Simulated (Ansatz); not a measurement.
MgS (Niningerite):

```xyz
2
Lattice="0.0000 2.6016 2.6016 2.6016 0.0000 2.6016 2.6016 2.6016 0.0000" Properties=species:S:1:pos:R:3 pbc="T T T"
S     2.6016    2.6016    2.6016
Mg    0.0000    0.0000    0.0000
```

| Property | Result |
| --- | --- |
| Program | Ansatz 0.2.0 |
| Task | relaxation of cell and atoms |
| Functional | BLYP |
| Potentials or basis | Ansatz PAW |
| Cutoff | 420 eV (not typed: the program's choice for these potentials) |
| k mesh | 9 × 9 × 9 |
| Occupations | fermi-dirac, width 0.05 eV |
| Spin | no spin polarisation |

At the start: volume 17.61 Å³/atom.

Question: Where does the relaxation end?

Answer: It ends after 4 steps and the volume is 18.48 Å³/atom (+5.0 %); space group Fm-3m (No. 225, to 0.05 Å).

The path:
```
step  energy change (eV)  largest force (eV/Å)  volume (Å³)
   1              0.0000                0.0000        35.22
   2             -0.0191                0.0000        36.68
   3             -0.0196                0.0000        36.97
   4             -0.0197                0.0000        36.97
```

Final structure:
```
CELL_PARAMETERS angstrom
0.00000 2.64400 2.64400
2.64400 0.00000 2.64400
2.64400 2.64400 0.00000
ATOMIC_POSITIONS crystal
S 0.50000 0.50000 0.50000
Mg 0.00000 0.00000 0.00000
```

Caveat: the plane-wave basis is chosen anew once the cell has moved, so the energies of steps on either side of that aren't comparable; the PAW data sets come from PBE, with cores solved anew for the run's functional, which leaves a small shift of forces and pressure.
